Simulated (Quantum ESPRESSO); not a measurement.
# HfO2 (Fm-3m) in Quantum ESPRESSO: a series of runs

The runs below take HfO2 through single point, equation of state, with LDA.

All numbers are computed with Quantum ESPRESSO 7.5; they aren't measurements. Logs are shortened: lines on timing, memory, paths and dates and some standing lists are left out, and cuts for length are marked.

## Step 1: Starting point

Symmetry: Fm-3m, No. 225, cubic system. Conventional cell: a = 5.115 Å, b = 5.115 Å, c = 5.115 Å, α = 90.00°, β = 90.00°, γ = 90.00°. Hf (site symmetry m-3m) has 8 O at 2.21 Å as nearest neighbours. Around O (site symmetry -43m) lie 4 Hf at 2.21 Å.

Measurements of this composition are mostly on another form, of space group No. 14.

## Step 2: Single point, LDA, 10.48 Å³/atom

Input file pw.in:

```
&CONTROL
  calculation = 'scf'
  prefix = 'pwscf'
  outdir = './tmp'
  pseudo_dir = './pseudo'
  tprnfor = .true.
  tstress = .true.
  disk_io = 'nowf'
/
&SYSTEM
  ibrav = 0
  nat = 3
  ntyp = 2
  ecutwfc = 84
  nbnd = 19
  occupations = 'smearing'
  smearing = 'fd'
  degauss = 0.00367493
/
&ELECTRONS
  conv_thr = 6d-10
  electron_maxstep = 120
  mixing_beta = 0.5
/
ATOMIC_SPECIES
Hf   178.4900 Hf.upf
O     15.9990 O.upf
CELL_PARAMETERS angstrom
   0.0000000000    2.5052914730    2.5052914730
   2.5052914730    0.0000000000    2.5052914730
   2.5052914730    2.5052914730    0.0000000000
ATOMIC_POSITIONS crystal
Hf     0.0000000000    0.0000000000    0.0000000000
O      0.7500000000    0.7500000000    0.7500000000
O      0.2500000000    0.2500000000    0.2500000000
K_POINTS automatic
9 9 9 0 0 0
```

Potentials or basis: PseudoDojo 0.4.1 SR LDA standard.

The run is started by

```
$ OMP_NUM_THREADS=1 pw.x -in pw.in > pw.out
```

pw.out:

```text
This program is part of the open-source Quantum ESPRESSO suite
     for quantum simulation of materials; please cite
         "P. Giannozzi et al., J. Phys.:Condens. Matter 21 395502 (2009);
         "P. Giannozzi et al., J. Phys.:Condens. Matter 29 465901 (2017);
         "P. Giannozzi et al., J. Chem. Phys. 152 154105 (2020);
     in publications or presentations arising from this work. More details at

     Message from routine setup:
     using ibrav=0 with symmetry is DISCOURAGED, use correct ibrav instead

     G-vector sticks info
     --------------------
     sticks:   dense  smooth     PW     G-vecs:    dense   smooth      PW
     Sum        1039    1039    313                22219    22219    3647

     Using Slab Decomposition

     bravais-lattice index     =            0
     lattice parameter (alat)  =       6.6953  a.u.
     unit-cell volume          =     212.2274 (a.u.)^3
     number of atoms/cell      =            3
     number of atomic types    =            2
     number of electrons       =        24.00
     number of Kohn-Sham states=           19
     kinetic-energy cutoff     =      84.0000  Ry
     charge density cutoff     =     336.0000  Ry
     scf convergence threshold =      6.0E-10
     mixing beta               =       0.5000
     number of iterations used =            8  plain     mixing
     Exchange-correlation= SLA  PW   NOGX NOGC
                           (   1   4   0   0   0   0   0)

     celldm(1)=   6.695332  celldm(2)=   0.000000  celldm(3)=   0.000000
     celldm(4)=   0.000000  celldm(5)=   0.000000  celldm(6)=   0.000000

     crystal axes: (cart. coord. in units of alat)
               a(1) = (   0.000000   0.707107   0.707107 )
               a(2) = (   0.707107   0.000000   0.707107 )
               a(3) = (   0.707107   0.707107   0.000000 )

     reciprocal axes: (cart. coord. in units 2 pi/alat)
               b(1) = ( -0.707107  0.707107  0.707107 )
               b(2) = (  0.707107 -0.707107  0.707107 )
               b(3) = (  0.707107  0.707107 -0.707107 )

     PseudoPot. # 1 for Hf read from file:
     Hf.upf
     Pseudo is Norm-conserving + core correction, Zval = 12.0
     Generated using ONCVPSP code by D. R. Hamann
     Using radial grid of 1618 points,  8 beta functions with:
                l(1) =   0
                l(2) =   0
                l(3) =   1
                l(4) =   1
                l(5) =   2
                l(6) =   2
                l(7) =   3
                l(8) =   3

     PseudoPot. # 2 for O  read from file:
     O.upf
     Pseudo is Norm-conserving + core correction, Zval =  6.0
     Generated using ONCVPSP code by D. R. Hamann
     Using radial grid of  926 points,  5 beta functions with:
                l(1) =   0
                l(2) =   0
                l(3) =   1
                l(4) =   1
                l(5) =   2

     atomic species   valence    mass     pseudopotential
     Hf               12.00   178.49000     Hf( 1.00)
     O                 6.00    15.99900     O ( 1.00)

     48 Sym. Ops., with inversion, found

   Cartesian axes

     site n.     atom                  positions (alat units)
         1        Hf     tau(   1) = (   0.0000000   0.0000000   0.0000000  )
         2        O      tau(   2) = (   1.0606602   1.0606602   1.0606602  )
         3        O      tau(   3) = (   0.3535534   0.3535534   0.3535534  )

     number of k points=    35  Fermi-Dirac smearing, width (Ry)=  0.0037
                       cart. coord. in units 2pi/alat
        k(    1) = (   0.0000000   0.0000000   0.0000000), wk =   0.0027435
        k(    2) = (   0.0785674   0.0785674  -0.0785674), wk =   0.0219479
        k(    3) = (   0.1571348   0.1571348  -0.1571348), wk =   0.0219479
        k(    4) = (   0.2357023   0.2357023  -0.2357023), wk =   0.0219479
        k(    5) = (   0.3142697   0.3142697  -0.3142697), wk =   0.0219479
        k(    6) = (   0.1571348   0.0000000  -0.0000000), wk =   0.0164609
[... 27 lines left out ...]
        k(   34) = (  -0.0000000  -0.4714045   0.6285394), wk =   0.0658436
        k(   35) = (  -0.0785674  -0.3928371   0.7071068), wk =   0.0658436

     Dense  grid:    22219 G-vectors     FFT dimensions: (  40,  40,  40)

     Initial potential from superposition of free atoms

     starting charge      23.9985, renormalised to      24.0000
     Starting wfcs are   18 randomized atomic wfcs +    1 random wfcs

     Self-consistent Calculation

     iteration #  1     ecut=    84.00 Ry     beta= 0.50
     Davidson diagonalization with overlap
     ethr =  1.00E-02,  avg # of iterations =  4.7

     total energy              =    -179.07114157 Ry
     estimated scf accuracy    <       1.00667769 Ry

     iteration #  2     ecut=    84.00 Ry     beta= 0.50
     Davidson diagonalization with overlap
     ethr =  4.19E-03,  avg # of iterations =  2.0

     total energy              =    -179.36131355 Ry
     estimated scf accuracy    <       0.29879752 Ry

     iteration #  3     ecut=    84.00 Ry     beta= 0.50
     Davidson diagonalization with overlap
     ethr =  1.24E-03,  avg # of iterations =  2.0

     total energy              =    -179.41759665 Ry
     estimated scf accuracy    <       0.00891189 Ry

     iteration #  4     ecut=    84.00 Ry     beta= 0.50
     Davidson diagonalization with overlap
     ethr =  3.71E-05,  avg # of iterations =  2.4

     total energy              =    -179.41921454 Ry
     estimated scf accuracy    <       0.00089929 Ry

     iteration #  5     ecut=    84.00 Ry     beta= 0.50
     Davidson diagonalization with overlap
     ethr =  3.75E-06,  avg # of iterations =  1.9

     total energy              =    -179.41922410 Ry
     estimated scf accuracy    <       0.00010434 Ry

     iteration #  6     ecut=    84.00 Ry     beta= 0.50
     Davidson diagonalization with overlap
     ethr =  4.35E-07,  avg # of iterations =  2.0

     total energy              =    -179.41924303 Ry
     estimated scf accuracy    <       0.00000259 Ry

     iteration #  7     ecut=    84.00 Ry     beta= 0.50
     Davidson diagonalization with overlap
     ethr =  1.08E-08,  avg # of iterations =  2.9

     total energy              =    -179.41923887 Ry
     estimated scf accuracy    <       0.00001219 Ry

     iteration #  8     ecut=    84.00 Ry     beta= 0.50
     Davidson diagonalization with overlap
     ethr =  1.08E-08,  avg # of iterations =  2.0

     total energy              =    -179.41924052 Ry
     estimated scf accuracy    <       0.00000005 Ry

     iteration #  9     ecut=    84.00 Ry     beta= 0.50
     Davidson diagonalization with overlap
     ethr =  2.23E-10,  avg # of iterations =  2.0

     total energy              =    -179.41924054 Ry
     estimated scf accuracy    <          5.6E-09 Ry

     iteration # 10     ecut=    84.00 Ry     beta= 0.50
     Davidson diagonalization with overlap
     ethr =  2.32E-11,  avg # of iterations =  2.0

     End of self-consistent calculation

          k = 0.0000 0.0000 0.0000 (  2733 PWs)   bands (ev):

   -48.3113 -16.8335 -16.8335 -16.8335  -6.1033  -2.7202   6.9237   6.9237
     6.9237  11.9102  11.9102  11.9102  16.3765  16.3765  18.5297  23.3850
    23.3850  23.3850  26.7496

          k = 0.0786 0.0786-0.0786 (  2737 PWs)   bands (ev):

   -48.3093 -16.8991 -16.8406 -16.8406  -5.9165  -2.8844   7.0506   7.0506
     7.2920  11.5366  11.6595  11.6595  16.6381  16.6381  19.0178  22.7514
    23.1472  23.1472  26.3946

          k = 0.1571 0.1571-0.1571 (  2755 PWs)   bands (ev):

   -48.3042 -17.0590 -16.8584 -16.8584  -5.4529  -3.2347   7.3763   7.3763
     8.1833  10.7360  11.1699  11.1699  17.0874  17.0874  19.6963  22.0231
    22.6837  22.6837  25.5889

          k = 0.2357 0.2357-0.2357 (  2785 PWs)   bands (ev):

   -48.2984 -17.2310 -16.8786 -16.8786  -4.9884  -3.4830   7.7416   7.7416
     9.1155   9.9514  10.8021  10.8021  17.2645  17.2645  19.5531  22.2974
    22.3610  22.3610  24.9376

          k = 0.3143 0.3143-0.3143 (  2770 PWs)   bands (ev):

   -48.2946 -17.3383 -16.8917 -16.8917  -4.7962  -3.4855   7.9603   7.9603
     9.4665   9.6527  10.6710  10.6710  17.1860  17.1860  19.7533  21.6949
    22.2681  22.2681  25.2919

          k = 0.1571 0.0000-0.0000 (  2750 PWs)   bands (ev):

   -48.3086 -16.9045 -16.8511 -16.8511  -5.8511  -2.9398   7.0707   7.0707
     7.4754  10.7927  11.9348  11.9348  16.5446  16.7905  19.1864  22.7984
    22.7984  23.1160  26.2363

          k = 0.2357 0.0786-0.0786 (  2761 PWs)   bands (ev):

   -48.3045 -17.0231 -16.8716 -16.8686  -5.4678  -3.2311   7.3148   7.3356
     8.2511   9.8897  11.6540  11.7367  16.8683  17.1309  19.8296  22.0817
    22.3161  22.8013  25.9489

          k = 0.3143 0.1571-0.1571 (  2751 PWs)   bands (ev):

   -48.2989 -17.1806 -16.8964 -16.8924  -4.9758  -3.5213   7.6641   7.6700
     9.2183   9.2593  11.1158  11.3355  17.1613  17.3392  19.7951  21.9604
    22.0314  22.7067  25.4019
[... 109 lines left out ...]
          k = 0.3928 0.2357-0.0786 (  2760 PWs)   bands (ev):

   -48.2953 -17.2216 -16.9811 -16.9008  -4.6114  -3.7057   7.5098   8.1806
     8.5368  10.1357  10.5212  11.6713  17.0261  17.5876  19.9941  21.1215
    22.0125  23.1297  25.7940

          k =-0.2357-0.3928 0.5500 (  2763 PWs)   bands (ev):

   -48.2921 -17.2866 -17.0133 -16.9178  -4.4433  -3.6826   7.5246   8.0609
     8.7177  10.3015  10.8084  11.2999  17.1043  17.5604  19.8777  21.0513
    21.8186  23.3103  25.8042

          k = 0.4714 0.1571-0.0000 (  2764 PWs)   bands (ev):

   -48.2934 -17.2491 -16.9867 -16.9367  -4.3212  -3.8888   7.1505   8.0300
     8.3970  10.8299  11.0117  11.5963  16.9868  17.5734  20.5402  20.7217
    21.4774  23.1523  26.5806

          k =-0.1571-0.4714 0.6285 (  2750 PWs)   bands (ev):

   -48.2904 -17.2683 -17.0603 -16.9516  -4.1321  -3.8784   6.9140   7.9449
     8.9191  10.4787  11.2942  11.6028  17.0724  17.7178  20.0472  20.5343
    21.3582  24.1803  26.5086

          k =-0.0786-0.3928 0.5500 (  2752 PWs)   bands (ev):

   -48.2897 -17.2335 -17.1260 -16.9466  -4.1457  -3.8127   7.1132   7.7264
     9.2490   9.9696  11.2589  11.7697  17.1123  17.8084  19.9229  20.4340
    21.4322  24.4467  26.3892

          k = 0.0000-0.3143 0.4714 (  2759 PWs)   bands (ev):

   -48.2917 -17.2235 -17.0889 -16.9244  -4.2452  -3.8489   7.3672   7.8737
     8.9847   9.9119  11.0588  11.6574  17.0044  17.7907  20.1902  20.4606
    21.6667  23.9387  26.2515

          k =-0.0786-0.5500 0.7071 (  2754 PWs)   bands (ev):

   -48.2889 -17.3255 -17.0259 -16.9780  -4.1179  -3.7872   6.1748   8.4064
     9.0521  10.7201  11.0838  12.2302  16.6896  17.9957  19.7696  20.6265
    21.0778  25.0532  27.2090

          k =-0.0000-0.4714 0.6285 (  2767 PWs)   bands (ev):

   -48.2885 -17.2746 -17.1016 -16.9731  -4.0792  -3.7856   6.4530   8.0192
     9.3572  10.2649  11.0908  12.3029  16.9727  17.9796  19.7288  20.3162
    21.1621  25.5065  26.9665

          k =-0.0786-0.3928 0.7071 (  2761 PWs)   bands (ev):

   -48.2887 -17.2229 -17.1442 -16.9763  -3.9590  -3.9212   6.9546   7.4285
     9.5950  10.0339  11.1516  12.1708  17.2891  17.7559  19.9356  20.0942
    21.1922  25.1765  26.8335

     the Fermi energy is    13.5497 ev

!    total energy              =    -179.41924054 Ry
     estimated scf accuracy    <          4.1E-10 Ry
     smearing contrib. (-TS)   =      -0.00000000 Ry
     internal energy E=F+TS    =    -179.41924054 Ry

     The total energy is F=E-TS. E is the sum of the following terms:
     one-electron contribution =     -24.04146751 Ry
     hartree contribution      =      26.89991794 Ry
     xc contribution           =     -45.00877194 Ry
     ewald contribution        =    -137.26891902 Ry

     convergence has been achieved in  10 iterations

     Forces acting on atoms (cartesian axes, Ry/au):

     atom    1 type  1   force =     0.00000000    0.00000000   -0.00000000
     atom    2 type  2   force =    -0.00000000   -0.00000000    0.00000000
     atom    3 type  2   force =     0.00000000    0.00000000   -0.00000000

     Total force =     0.000000     Total SCF correction =     0.000000

     Computing stress (Cartesian axis) and pressure

          total   stress  (Ry/bohr**3)                   (kbar)     P=      -81.31
  -0.00055277  -0.00000000   0.00000000          -81.31       -0.00        0.00
  -0.00000000  -0.00055277  -0.00000000           -0.00      -81.31       -0.00
   0.00000000  -0.00000000  -0.00055277            0.00       -0.00      -81.31

=------------------------------------------------------------------------------=
   JOB DONE.
=------------------------------------------------------------------------------=
```

Wall time 32 s (1 thread of Intel Xeon Platinum 8259CL at 2.50GHz (Skylake/Cascade Lake), shared host); peak memory 0.09 GiB.

What came out:

```
Free energy            : -2441.1231 eV
Pressure               : -8.1 GPa
Band gap on the k mesh : 3.84 eV, indirect (least direct gap 3.97 eV)
```

Caveat: spin-orbit coupling is left out, which moves the levels of the heavy elements; an odd mesh through Γ misses points on the zone boundary, where band edges often lie.

## Step 3: Single point, LDA, 10.71 Å³/atom

pw.in: that of step 2 with these lines changed.

```diff
@@ -28,5 +28,5 @@
 CELL_PARAMETERS angstrom
-   0.0000000000    2.5052914730    2.5052914730
-   2.5052914730    0.0000000000    2.5052914730
-   2.5052914730    2.5052914730    0.0000000000
+   0.0000000000    2.5229349520    2.5229349520
+   2.5229349520    0.0000000000    2.5229349520
+   2.5229349520    2.5229349520    0.0000000000
 ATOMIC_POSITIONS crystal
```

Potentials or basis: PseudoDojo 0.4.1 SR LDA standard.

The run is started by

```
$ OMP_NUM_THREADS=1 pw.x -in pw.in > pw.out
```

Wall time 33 s (1 thread of Intel Xeon Platinum 8259CL at 2.50GHz (Skylake/Cascade Lake), shared host); peak memory 0.09 GiB.

It converged, with:

```yaml
Free_energy: -2441.0783 eV
Pressure: -13.3 GPa
Band_gap_on_the_k_mesh: 3.78 eV, indirect (least direct gap 3.91 eV)
```

Caveat: spin-orbit coupling is left out, which moves the levels of the heavy elements; an odd mesh through Γ misses points on the zone boundary, where band edges often lie.

## Step 4: Single point, LDA, 10.93 Å³/atom

pw.in: that of step 3 with these lines changed.

```diff
@@ -28,5 +28,5 @@
 CELL_PARAMETERS angstrom
-   0.0000000000    2.5229349520    2.5229349520
-   2.5229349520    0.0000000000    2.5229349520
-   2.5229349520    2.5229349520    0.0000000000
+   0.0000000000    2.5403350533    2.5403350533
+   2.5403350533    0.0000000000    2.5403350533
+   2.5403350533    2.5403350533    0.0000000000
 ATOMIC_POSITIONS crystal
```

The run is started by

```
$ OMP_NUM_THREADS=1 pw.x -in pw.in > pw.out
```

Run time: 34 s. Hardware: 1 thread of Intel Xeon Platinum 8259CL at 2.50GHz (Skylake/Cascade Lake), shared host; peak memory 0.09 GiB.

It converged, with:

* Free energy: -2441.0131 eV
* Pressure: -17.9 GPa
* Band gap on the k mesh: 3.73 eV, indirect (least direct gap 3.85 eV)

Caveat: spin-orbit coupling is left out, which moves the levels of the heavy elements; an odd mesh through Γ misses points on the zone boundary, where band edges often lie.

## Step 5: Single point, LDA, 11.15 Å³/atom

pw.in: that of step 4 with these lines changed.

```diff
@@ -28,5 +28,5 @@
 CELL_PARAMETERS angstrom
-   0.0000000000    2.5403350533    2.5403350533
-   2.5403350533    0.0000000000    2.5403350533
-   2.5403350533    2.5403350533    0.0000000000
+   0.0000000000    2.5575000000    2.5575000000
+   2.5575000000    0.0000000000    2.5575000000
+   2.5575000000    2.5575000000    0.0000000000
 ATOMIC_POSITIONS crystal
```

The run is started by

```
$ OMP_NUM_THREADS=1 pw.x -in pw.in > pw.out
```

Wall time 34 s (1 thread of Intel Xeon Platinum 8259CL at 2.50GHz (Skylake/Cascade Lake), shared host); peak memory 0.1 GiB.

The run converged. Its results:

| Property | Result |
| --- | --- |
| Free energy | -2440.9296 eV |
| Pressure | -22.1 GPa |
| Band gap on the k mesh | 3.67 eV, indirect (least direct gap 3.79 eV) |

Caveat: spin-orbit coupling is left out, which moves the levels of the heavy elements; an odd mesh through Γ misses points on the zone boundary, where band edges often lie.

## Step 6: Single point, LDA, 11.38 Å³/atom

pw.in: that of step 5 with these lines changed.

```diff
@@ -28,5 +28,5 @@
 CELL_PARAMETERS angstrom
-   0.0000000000    2.5575000000    2.5575000000
-   2.5575000000    0.0000000000    2.5575000000
-   2.5575000000    2.5575000000    0.0000000000
+   0.0000000000    2.5744375797    2.5744375797
+   2.5744375797    0.0000000000    2.5744375797
+   2.5744375797    2.5744375797    0.0000000000
 ATOMIC_POSITIONS crystal
```

Potentials or basis: PseudoDojo 0.4.1 SR LDA standard.

The run is started by

```
$ OMP_NUM_THREADS=1 pw.x -in pw.in > pw.out
```

Wall time 49 s (1 thread of Intel Xeon Platinum 8259CL at 2.50GHz (Skylake/Cascade Lake), shared host); peak memory 0.09 GiB.

The run converged. Its results:

```yaml
Free_energy: -2440.8298 eV
Pressure: -25.7 GPa
Band_gap_on_the_k_mesh: 3.61 eV, indirect (least direct gap 3.73 eV)
```

Caveat: spin-orbit coupling is left out, which moves the levels of the heavy elements; an odd mesh through Γ misses points on the zone boundary, where band edges often lie.

## Step 7: Single point, LDA, 11.60 Å³/atom

pw.in: that of step 6 with these lines changed.

```diff
@@ -28,5 +28,5 @@
 CELL_PARAMETERS angstrom
-   0.0000000000    2.5744375797    2.5744375797
-   2.5744375797    0.0000000000    2.5744375797
-   2.5744375797    2.5744375797    0.0000000000
+   0.0000000000    2.5911551753    2.5911551753
+   2.5911551753    0.0000000000    2.5911551753
+   2.5911551753    2.5911551753    0.0000000000
 ATOMIC_POSITIONS crystal
```

The run is started by

```
$ OMP_NUM_THREADS=1 pw.x -in pw.in > pw.out
```

Wall time 49 s (1 thread of Intel Xeon Platinum 8259CL at 2.50GHz (Skylake/Cascade Lake), shared host); peak memory 0.1 GiB.

The run converged. Its results:

* Free energy: -2440.7156 eV
* Pressure: -29.0 GPa
* Band gap on the k mesh: 3.56 eV, indirect (least direct gap 3.67 eV)

Caveat: spin-orbit coupling is left out, which moves the levels of the heavy elements; an odd mesh through Γ misses points on the zone boundary, where band edges often lie.

## Step 8: Single point, LDA, 11.82 Å³/atom

pw.in: that of step 7 with these lines changed.

```diff
@@ -28,5 +28,5 @@
 CELL_PARAMETERS angstrom
-   0.0000000000    2.5911551753    2.5911551753
-   2.5911551753    0.0000000000    2.5911551753
-   2.5911551753    2.5911551753    0.0000000000
+   0.0000000000    2.6076597933    2.6076597933
+   2.6076597933    0.0000000000    2.6076597933
+   2.6076597933    2.6076597933    0.0000000000
 ATOMIC_POSITIONS crystal
```

The run is started by

```
$ OMP_NUM_THREADS=1 pw.x -in pw.in > pw.out
```

Wall time 52 s (1 thread of Intel Xeon Platinum 8259CL at 2.50GHz (Skylake/Cascade Lake), shared host); peak memory 0.1 GiB.

Results (log left out):

```yaml
Free_energy: -2440.5885 eV
Pressure: -31.9 GPa
Band_gap_on_the_k_mesh: 3.51 eV, indirect (least direct gap 3.62 eV)
```

Caveat: the cell as given lies far from equilibrium; spin-orbit coupling is left out, which moves the levels of the heavy elements; an odd mesh through Γ misses points on the zone boundary, where band edges often lie.

## Step 9: Equation of state, LDA

Potentials or basis: PseudoDojo 0.4.1 SR LDA standard.

This step only gathers the single runs of the series.

Results:

| Item | Value |
| --- | --- |
| Equilibrium volume | 10.18 Å³/atom (rough: see the caveat) |
| Bulk modulus | 294 GPa (rough) |

Energy against volume, from the lowest point:
```tsv
volume (Å³/atom)	energy (meV/atom)
10.483	0.00
10.706	14.93
10.929	36.69
11.152	64.52
11.375	97.77
11.598	135.84
11.821	178.19
```

Caveat: the minimum lies outside the volumes run. The run has no spin-orbit coupling, so splittings on Hf are missing.
